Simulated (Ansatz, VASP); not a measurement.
# AlN in two plane-wave programs

One calculation is typed for both programs; each brings its own data sets. How far apart do they land? The structure shown is the end of the Ansatz relaxation below.

Calculated with Ansatz 0.2.0; plane waves, with VASP 6.6.1 beside it; single point at LDA.

## Step 1: Set-up

The structure is tetragonal, space group I-4m2 (No. 119). The conventional cell has a = 3.060 Å, b = 3.060 Å, c = 4.386 Å, α = 90.00°, β = 90.00°, γ = 90.00°. Nearest to N lie 4 Al at 1.88 Å. Al has 4 N at 1.88 Å nearest. Farther neighbours and most contacts between anions are not listed.

## Step 2: Ansatz: relaxation, LDA

Ansatz runs on its PAW soft_1 files.

This run makes the geometry at which the two programs are then compared.

input.yaml reads:

```yaml
crystal:
  lattice:
    - [0.0, 2.1710445643, 2.19275501]
    - [2.1710445643, 0.0, 2.19275501]
    - [2.1710445643, 2.1710445643, 0.0]
  atoms:
    - { symbol: "N", position: [0.25, 0.25, 0.25] }
    - { symbol: Al, position: [0.0, 0.0, 0.0] }
  conventional_axes: [[-1, 1, 1], [1, -1, 1], [1, 1, -1]]
kpoints:
  mp_grid: { grid: [12, 12, 12] }
hamiltonian:
  xc: lda
  pseudopotentials: { kind: paw, azcp: { folder: soft_1 }, xc_functional: pbe }
scf:
  occupations: { method: fixed }
output:
  forces: true
  stress: true
  eigenvalues: true
relax:
  adjacent_minimum: "off"
  f_tol: 0.001
  max_steps: 60
  cell: { stress_tol: 0.01, fix: [c, angles] }
```

On the command line:

```bash
> ansatz run input.yaml --threads 4 --pin off --max-ram 10240MiB --backend cpu --events-out ev --progress --plain --runs-dir out
```

Numbers of over 12 decimals in the logs are rounded to 6 here.

What it wrote:

```text
Engine: ansatz 0.2.0, aarch64-unknown-linux-gnu
Pseudopotentials: kind: paw
Pseudopotential: N, paw, valence charge 5, recommended cutoff 420 eV (normal), soft_1/N.paw.azcp
Pseudopotential: Al, paw, valence charge 3, recommended cutoff 420 eV (normal), soft_1/Al.paw.azcp
Functional definition: SPW92
  exchange = slater_x
  correlation = pw_c
Crystal: 2 atoms, lattice volume = 20.671 Å³
Basis set: ecut = 420 eV, 411 PW (Γ)
Bands: 8, of which v1, the nominal top of the filled ones, is band 4 counted from 1 (3 counted from 0)
Symmetry: 8 space group operations
Space group: I-4m2 (ITA 119), of the structure as read, at distance tolerance 2.7e-5 Å
k-points: 163 of 1728 (time reversal used)
Non-local potential: N, projectors of the file, l = 0: 2, l = 1: 2, l = 2: 1
Non-local potential: Al, projectors of the file, l = 0: 2, l = 1: 2, l = 2: 1
PAW form: soft (Blöchl's): semilocal exchange-correlation on the pseudo side does not see the compensation charge
PAW frozen core: N, regenerated for the run's functional, and the local potential with it (the file was generated under x = pbe(κ = 0.804, μ = 0.219515), c = pbe(β = 0.066725))
PAW frozen core: Al, regenerated for the run's functional, and the local potential with it (the file was generated under x = pbe(κ = 0.804, μ = 0.219515), c = pbe(β = 0.066725))
PAW one-centre angular grid: N, 110 points (default); XC on 64 Gauss nodes
PAW one-centre angular grid: Al, 110 points (default); XC on 64 Gauss nodes
Initial density: superposition of atomic densities (chi_scale 0.1, normalization cell, long waves kept (reshape's long-wave potential 0.00 eV rms))
Initial wavefunctions: pseudopotential atomic-orbital guess
Functional: x = slater, c = lda
SCF iter   1: F=—  HF=-891.304277 eV  |F-HF|=—  |Δ(HF+E_count)|=         —  Δρ=1.35e-1  dr2=4.59e0  ethr=3.10e-3  ⟨swp⟩=4.1  Hψ=8503  notcnv=0  defer=5
preconditioner: auto → none  [insulator: Δε(μ)=5.571 eV  Ē_g=16.503 eV  n_scr=0 (ndim 8)  ℏωp=23.1 eV  f_vac=0.000  ε∞_Penn≈3.0]
SCF iter   2: F=—  HF=-890.059100 eV  |F-HF|=—  |Δ(HF+E_count)|=    1.25e0  Δρ=7.76e-2  dr2=7.65e-1  ethr=3.10e-3  ⟨swp⟩=2.7  Hψ=4066  notcnv=0  defer=235
SCF iter   3: F=—  HF=-889.829565 eV  |F-HF|=—  |Δ(HF+E_count)|=   2.30e-1  Δρ=2.20e-2  dr2=5.21e-2  ethr=3.10e-3  ⟨swp⟩=2.3  Hψ=2800  notcnv=0  defer=271
SCF iter   4: F=—  HF=-889.809352 eV  |F-HF|=—  |Δ(HF+E_count)|=   2.02e-2  Δρ=8.78e-4  dr2=5.08e-5  ethr=6.51e-4  ⟨swp⟩=2.0  Hψ=1861  notcnv=0  defer=324
SCF iter   5: F=—  HF=-889.809322 eV  |F-HF|=—  |Δ(HF+E_count)|=   3.00e-5  Δρ=2.75e-4  dr2=5.70e-6  ethr=6.35e-7  ⟨swp⟩=2.0  Hψ=1954  notcnv=0  defer=316
SCF iter   6: F=-889.809319 eV  HF=-889.809319 eV  |F-HF|=2.94e-8  |Δ(HF+E_count)|=   3.43e-6  Δρ=2.61e-5  dr2=6.47e-8  ethr=1.25e-9  ⟨swp⟩=4.3  Hψ=7337  notcnv=0
SCF 1 converged in 6 iterations: F = -889.809319 eV  dr2 = 6.47e-8
  greatest PAW one-centre occupation: 0.782 electrons in one spin orbital (limit 2), on the N atom at site 0 (counted from 0), in its partial waves of l = 0
relax step   1: F+E_penalty+E_count = -889.80931869 eV  Δ(F+E_penalty+E_count) = +0.000e0 eV  max|allowed force component| = 1.804e-16 eV/Å  Δτ_max = 0.0000 Å  P = -2.058 GPa  Ω = 20.671 Å³  fix = [c, alpha, beta, gamma]  reactions: c -2.985 GPa  (6 SCF iters, dr2 threshold 1.00e-7 eV, accepted)
[...]
relax step   2: F+E_penalty+E_count = -889.81002665 eV  Δ(F+E_penalty+E_count) = -7.080e-4 eV  max|allowed force component| = 1.631e-16 eV/Å  Δτ_max = 0.0000 Å  P = -1.333 GPa  Ω = 20.598 Å³  energy of the carried Pulay correction = +1.704e-4 eV  fix = [c, alpha, beta, gamma]  reactions: c -2.432 GPa  (4 SCF iters, dr2 threshold 2.00e-7 eV, accepted)
[...]
relax step   3: F+E_penalty+E_count = -889.81035915 eV  Δ(F+E_penalty+E_count) = -3.325e-4 eV  max|allowed force component| = 1.301e-16 eV/Å  Δτ_max = 0.0000 Å  P = -0.624 GPa  Ω = 20.529 Å³  energy of the carried Pulay correction = +3.345e-4 eV  fix = [c, alpha, beta, gamma]  reactions: c -1.890 GPa  (4 SCF iters, dr2 threshold 2.00e-7 eV, accepted)
[...]
relax step   4: F+E_penalty+E_count = -889.81006332 eV  Δ(F+E_penalty+E_count) = +2.958e-4 eV  max|allowed force component| = 1.527e-16 eV/Å  Δτ_max = 0.0000 Å  P = -0.654 GPa  Ω = 20.529 Å³  fix = [c, alpha, beta, gamma]  reactions: c -1.909 GPa  stress off target by 2.68e-2 GPa on what of the cell is left free  SCF on the basis re-selected at this cell (its energy is not comparable with the rows above)  (5 SCF iters)
[...]
relax step   5: F+E_penalty+E_count = -889.81006903 eV  Δ(F+E_penalty+E_count) = -5.704e-6 eV  max|allowed force component| = 2.012e-16 eV/Å  Δτ_max = 0.0000 Å  P = -0.631 GPa  Ω = 20.527 Å³  energy of the carried Pulay correction = +5.507e-6 eV  fix = [c, alpha, beta, gamma]  reactions: c -1.891 GPa  (3 SCF iters, dr2 threshold 1.80e-9 eV, accepted)
[...]
relax step   6: F+E_penalty+E_count = -889.81006318 eV  Δ(F+E_penalty+E_count) = +5.843e-6 eV  max|allowed force component| = 2.012e-16 eV/Å  Δτ_max = 0.0000 Å  P = -0.631 GPa  Ω = 20.527 Å³  fix = [c, alpha, beta, gamma]  reactions: c -1.891 GPa  stress off target by 4.46e-4 GPa on what of the cell is left free  SCF on the basis re-selected at this cell (its energy is not comparable with the rows above)  (4 SCF iters)
basis re-selected at this cell: Δ(F+E_penalty+E_count) = +5.843e-6 eV, ΔP = -0.000 GPa vs the last step (what re-selecting the basis moved, of the pressure what is left beyond the Pulay correction that the steps carried, after the strain that the cell walked since its last selection, with what the two solves' SCF thresholds leave and, on support functions, any second-order correction that the steps lacked; it is no m [...]
SCF converged after 4 iterations
Free energy (F): -889.810063 eV
Harris-Foulkes:  -889.810063 eV  (|F-HF|=1.14e-13)
Internal energy: -889.810063 eV  (E = F + TS)
E sigma→0 (E₀):  -889.810063 eV
Fermi energy:    6.844523 eV
--- Per-component energies (eV) ---
  E_band       = 14.323859
  E_kinetic    = 156.647078
  E_local      = -208.312142  (includes V_loc(G=0)·N_el)
  E_nonlocal   = 46.730321
  E_hartree    = 75.793162
  E_xc         = -98.081422
  E_vxc        = -106.773847  (∫ρ·V_xc dr)
  E_paw        = -564.637307  (= ΣΔE_a)
  E_vpaw       = -25.554709  (= ΣTr[D̂ρ^β])
  E_aug_tail   = 0.000827  (compensation charges beyond the density's cutoff)
  E_ewald      = -298.086342
  E_core_change = 0.135761  (= ΣΔE_core)
  E_smearing   = -0.000000  (= −TS)
  E_closure    = 0.000000  (closes the sum)
  Σ components = -889.810063   (vs F -889.810063, Δ=0.00e0)
--- Forces (eV/Å), atoms counted from 1 ---
  atom   1  N     -0.00000000     0.00000000    -0.00000000
  atom   2  Al     0.00000000    -0.00000000     0.00000000
  max |Σ_I F_I| component: 2.08e-16 eV/Å
--- Stress (GPa, compression-positive) ---
       -0.000446       0.000000      -0.000000
        0.000000      -0.000446      -0.000000
       -0.000000      -0.000000      -1.890864
  P = ⅓ Tr σ = -0.6306 GPa (-6.306 kbar)
--- Band table (eV; the first three rows and the last of 163) ---
  k-point 0: bands = ["-8.0725", "6.7867", "6.8445", "6.8445", "11.1846", "19.3221", "19.3221", "19.3352"]
  k-point 1: bands = ["-7.9667", "6.2411", "6.7674", "6.8109", "11.6554", "19.0473", "19.4271", "19.4304"]
  k-point 2: bands = ["-7.6599", "4.9744", "6.6623", "6.7219", "12.5673", "18.4208", "19.4460", "19.5316"]
  k-point 162: bands = ["-5.2840", "1.7486", "5.1007", "5.1007", "10.1179", "15.4703", "20.6180", "22.5590"]
--- Relaxed structure (4 steps of the walk, 4 accepted, 2 SCFs on fresh bases) ---
  F+E_penalty+E_count = -889.81006318 eV   max|allowed force component| = 2.012e-16 eV/Å   (the final SCF, on the basis selected at the relaxed cell)
  cell:  # Å, volume = 20.5267 Å³
    - [0, 2.163462, 2.19275501]
    - [2.163462, 0, 2.19275501]
    - [2.163462, 2.163462, 0]
  atoms:
    - { symbol: N, position: [0.250000, 0.250000, 0.25] }
    - { symbol: Al, position: [0, 0, 0] }
```

## Step 3: VASP: single point, LDA, pair 1

The same cell, functional (in two slightly different forms) and mesh now go to VASP, with its own data sets.

Lines of VASP's logs that name or quote its potential files are left out, and so is its time.

INCAR reads:

```
SYSTEM = AlN
PREC = Accurate
ENCUT = 600
EDIFF = 1E-06
NELM = 120
ISMEAR = 0
SIGMA = 0.01
LREAL = .FALSE.
ALGO = Normal
GGA = CA
NBANDS = 10
LORBIT = 11
LWAVE = .FALSE.
LCHARG = .FALSE.
ISIF = 2
LASPH = .TRUE.
GGA_COMPAT = .FALSE.
EFERMI = MIDGAP
```

POSCAR reads:

```
AlN
1.0
    0.0000000000      2.1634624147      2.1927550100
    2.1634624147      0.0000000000      2.1927550100
    2.1634624147      2.1634624147      0.0000000000
N Al
1 1
Direct
    0.2500000000      0.2500000000      0.2500000000
    0.0000000000      0.0000000000      0.0000000000
```

KPOINTS reads:

```
Automatic mesh
0
Gamma
12 12 12
0 0 0
```

Potentials, in the order of the species: N and Al (LDA family, release 64).

On the command line:

```bash
> mpirun -np 1 vasp_std
```

What it wrote:

```text
[banner, memory and clock lines left out]
running    1 mpi-ranks, on    1 nodes
 distrk:  each k-point on    1 cores,    1 groups
 distr:  one band on    1 cores,    1 groups

 POSCAR found type information on POSCAR N Al
 POSCAR found :  2 types and       2 ions
 LDA part: xc-table for (Slater(with rela. corr.)+CA(PZ))
 , standard interpolation
 POSCAR, INCAR and KPOINTS ok, starting setup
 FFT: planning ... GRIDC
 FFT: planning ... GRID_SOFT
 FFT: planning ... GRID
 WAVECAR not read
 entering main loop
       N       E                     dE             d eps       ncg     rms          rms(c)
DAV:   1     0.113575452669E+02    0.11358E+02   -0.43748E+03  3340   0.761E+02
DAV:   2    -0.180615397121E+02   -0.29419E+02   -0.28440E+02  3956   0.139E+02
DAV:   3    -0.189317402233E+02   -0.87020E+00   -0.86877E+00  3858   0.231E+01
DAV:   4    -0.189353833028E+02   -0.36431E-02   -0.36429E-02  3686   0.179E+00
DAV:   5    -0.189354140687E+02   -0.30766E-04   -0.30766E-04  3694   0.158E-01    0.872E+00
DAV:   6    -0.164500623830E+02    0.24854E+01   -0.13234E+01  3408   0.193E+01    0.299E+00
DAV:   7    -0.164042776261E+02    0.45785E-01   -0.93565E-02  3644   0.272E+00    0.193E+00
DAV:   8    -0.163754428573E+02    0.28835E-01   -0.28822E-02  3464   0.165E+00    0.358E-01
DAV:   9    -0.163751272311E+02    0.31563E-03   -0.11685E-03  3698   0.233E-01    0.180E-01
DAV:  10    -0.163751474235E+02   -0.20192E-04   -0.57718E-05  3538   0.582E-02    0.406E-02
DAV:  11    -0.163751461981E+02    0.12255E-05   -0.12719E-06  3488   0.837E-03    0.798E-03
DAV:  12    -0.163751461987E+02   -0.62153E-09   -0.33894E-08  1770   0.158E-03
   1 F= -.16375146E+02 E0= -.16375146E+02  d E =0.000000E+00
```

OUTCAR, selected parts (step 3):

```text
ion  position               nearest neighbor table
   1  0.250  0.250  0.250-   2 1.88   2 1.88   2 1.88   2 1.88
   2  0.000  0.000  0.000-   1 1.88   1 1.88   1 1.88   1 1.88

  LATTYP: Found a body centered tetragonal cell.
 ALAT       =     3.0595978886
 C/A-ratio  =     1.4333615657

 Subroutine GETGRP returns: Found  8 space group operations
 (whereof  8 operations were pure point group operations)

The static configuration has the point symmetry D_2d.

 Found    163 irreducible k-points:

   k-points           NKPTS =    163   k-points in BZ     NKDIM =    163   number of bands    NBANDS=     10

   dimension x,y,z NGX =    28 NGY =   28 NGZ =   24
   dimension x,y,z NGXF=    56 NGYF=   56 NGZF=   48

   ENCUT  =  600.0 eV  44.10 Ry    6.64 a.u.   6.15  6.15  6.11*2*pi/ulx,y,z

   NELECT =       8.0000    total number of electrons

 k-points in reciprocal lattice and weights: Automatic mesh
   0.00000000  0.00000000  0.00000000       0.001
   0.08333333 -0.00000000  0.00000000       0.005
   0.16666667 -0.00000000  0.00000000       0.005
   0.25000000 -0.00000000  0.00000000       0.005
   0.33333333  0.00000000  0.00000000       0.005
   0.41666667  0.00000000  0.00000000       0.005
   0.50000000 -0.00000000  0.00000000       0.002
   0.08333333  0.08333333  0.00000000       0.001
   0.16666667  0.08333333  0.00000000       0.005
[...]
-0.33333333  0.16666667  0.50000000       0.002
  -0.25000000  0.25000000  0.50000000       0.001

 average (electrostatic) potential at core
       1 -59.7393       2 -69.7058

 E-fermi :   7.4644

 k-point     1 :       0.0000    0.0000    0.0000
  band No.  band energies     occupation
      1      -9.0609      2.00000
      2       5.8117      2.00000
      3       5.8697      2.00000
      4       5.8697      2.00000
      5      10.2173      0.00000
      6      18.3262      0.00000
      7      18.3262      0.00000
      8      18.3401      0.00000
      9      23.2601      0.00000
    ...

 k-point     2 :       0.0833   -0.0000    0.0000
  band No.  band energies     occupation
      1      -8.9548      2.00000
      2       5.2650      2.00000
      3       5.7921      2.00000
      4       5.8356      2.00000
      5      10.6868      0.00000
      6      18.0523      0.00000
      7      18.4329      0.00000
      8      18.4355      0.00000
      9      22.2610      0.00000
    ...

 k-point     3 :       0.1667   -0.0000    0.0000
  band No.  band energies     occupation
      1      -8.6470      2.00000
      2       3.9956      2.00000
      3       5.6860      2.00000
      4       5.7457      2.00000
      5      11.5958      0.00000
      6      17.4281      0.00000
      7      18.4574      0.00000
      8      18.5415      0.00000
      9      21.5630      0.00000
    ...

  Total        0.0714136      0.0714136     -0.1695744      0.0000000      0.0000000     -0.0000000
  in kB        5.5740739      5.5740739    -13.2358557      0.0000000      0.0000000     -0.0000000
  external PRESSURE =      -0.6959027 kB  Pullay stress =       0.0000000 kB

  energy-cutoff  :      600.00
  volume of cell :       20.53
      direct lattice vectors                 reciprocal lattice vectors
     0.000000000  2.163462415  2.192755010    -0.231111018  0.231111018  0.228023650
     2.163462415  0.000000000  2.192755010     0.231111018 -0.231111018  0.228023650
     2.163462415  2.163462415  0.000000000     0.231111018  0.231111018 -0.228023650

 POSITION                                       TOTAL-FORCE (eV/Angst)
 -----------------------------------------------------------------------------------
      1.08173      1.08173      1.09638        -0.000000     -0.000000      0.000000
      0.00000      0.00000      0.00000         0.000000      0.000000      0.000000
 -----------------------------------------------------------------------------------
    total drift:                               -0.000000     -0.000000      0.000007

  FREE ENERGIE OF THE ION-ELECTRON SYSTEM (eV)
  ---------------------------------------------------
  free  energy   TOTEN  =       -16.3751461987 eV

  energy  without entropy=      -16.3751461987  energy(sigma->0) =      -16.37514620

 total charge
# of ion       s       p       d       tot
------------------------------------------
    1        1.209   2.617   0.000   3.826
    2        0.379   0.465   0.000   0.844
--------------------------------------------------
tot          1.588   3.082   0.000   4.670

[... 3 further parts left out ...]
```

The run ends at a pressure of -0.07 GPa.

## Step 4: Differences

Known differences besides the potentials themselves: the two LDA forms differ slightly; fixed occupations in Ansatz, narrow Gaussian smearing in VASP; the cutoff is 420 eV in Ansatz and 600 eV in VASP; VASP's log shows a relativistic correction to its local exchange, Ansatz's none; Ansatz's pressure holds a Pulay correction, VASP's none. Total energies have different zeros and are not compared.

The two programs side by side:

| quantity | Ansatz | VASP | difference |
| --- | --- | --- | --- |
| pressure (GPa) | -0.63 | -0.07 | -0.56 |
| gap on the k mesh (eV) | 3.208 | 3.189 | +0.019 |

A gap on the mesh is an upper bound, since the band edges may lie between its points.

## Step 5: Ansatz: relaxation, LDA

This run makes the geometry at which the two programs are then compared. The cell compared in this pair holds 20.41 Å³, against 20.53 Å³ for the pair before.

The structure compared here is the end of the Ansatz relaxation.

Edit input.yaml of step 2 so:

```diff
@@ -2,4 +2,4 @@
   lattice:
-    - [0.0, 2.1710445643, 2.19275501]
-    - [2.1710445643, 0.0, 2.19275501]
+    - [0.0, 2.1710445643, 2.1493341187]
+    - [2.1710445643, 0.0, 2.1493341187]
     - [2.1710445643, 2.1710445643, 0.0]
```

On the command line:

```bash
> ansatz run input.yaml --threads 4 --pin off --max-ram 10240MiB --backend cpu --events-out ev --progress --plain --runs-dir out
```

What it wrote:

```text
[...]
Crystal: 2 atoms, lattice volume = 20.261 Å³
Basis set: ecut = 420 eV, 403 PW (Γ)
Bands: 8, of which v1, the nominal top of the filled ones, is band 4 counted from 1 (3 counted from 0)
Symmetry: 8 space group operations
[...]
k-points: 163 of 1728 (time reversal used)
[...]
P = ⅓ Tr σ = 0.5833 GPa (5.833 kbar)
--- Band table (eV; the first three rows and the last of 163) ---
[...]
--- Relaxed structure (4 steps of the walk, 4 accepted, 2 SCFs on fresh bases) ---
[...]
cell:  # Å, volume = 20.4084 Å³
    - [0, 2.178899, 2.1493341187]
    - [2.178899, 0, 2.1493341187]
    - [2.178899, 2.178899, 0]
  atoms:
    - { symbol: N, position: [0.250000, 0.250000, 0.25] }
    - { symbol: Al, position: [0, 0, 0] }
[key lines of the parts left out:]
SCF converged after 5 iterations
Free energy (F): -889.810087 eV
Fermi energy:    6.923455 eV
```

## Step 6: VASP: single point, LDA, pair 2

The same cell, functional (in two slightly different forms) and mesh now go to VASP, with its own data sets.

INCAR is that of step 3.

POSCAR reads:

```
AlN
1.0
    0.0000000000      2.1788988989      2.1493341187
    2.1788988989      0.0000000000      2.1493341187
    2.1788988989      2.1788988989      0.0000000000
N Al
1 1
Direct
    0.2500000000      0.2500000000      0.2500000000
    0.0000000000      0.0000000000      0.0000000000
```

KPOINTS is that of step 3.

On the command line:

```bash
> mpirun -np 1 vasp_std
```

What it wrote:

```text
[... set-up lines as in an earlier step ...]
 entering main loop
       N       E                     dE             d eps       ncg     rms          rms(c)
DAV:   1     0.117920761533E+02    0.11792E+02   -0.43639E+03  3324   0.763E+02
DAV:   2    -0.180607169815E+02   -0.29853E+02   -0.28703E+02  3866   0.139E+02
DAV:   3    -0.189440854762E+02   -0.88337E+00   -0.88197E+00  3840   0.235E+01
DAV:   4    -0.189477795961E+02   -0.36941E-02   -0.36940E-02  3656   0.182E+00
[...]
DAV:  10    -0.163746392463E+02   -0.20496E-04   -0.53347E-05  3518   0.559E-02    0.400E-02
DAV:  11    -0.163746381342E+02    0.11121E-05   -0.12494E-06  3484   0.798E-03    0.770E-03
DAV:  12    -0.163746381373E+02   -0.30612E-08   -0.34239E-08  1768   0.157E-03
   1 F= -.16374638E+02 E0= -.16374638E+02  d E =0.000000E+00
```

[end of part 1 of 2]

[Lines on the potential files, build, host, timing and source positions are cut from VASP's logs without a mark.]

[Logs are printed without paths, hosts, clocks, repeated set-up lines and the standing remarks that a program may print on its own settings, such as how far it seeks lower states.]

[Hosts, paths, dates, database ids (printed as entryN), source tags and the programs' standing remarks are cut or masked in the printed files.]
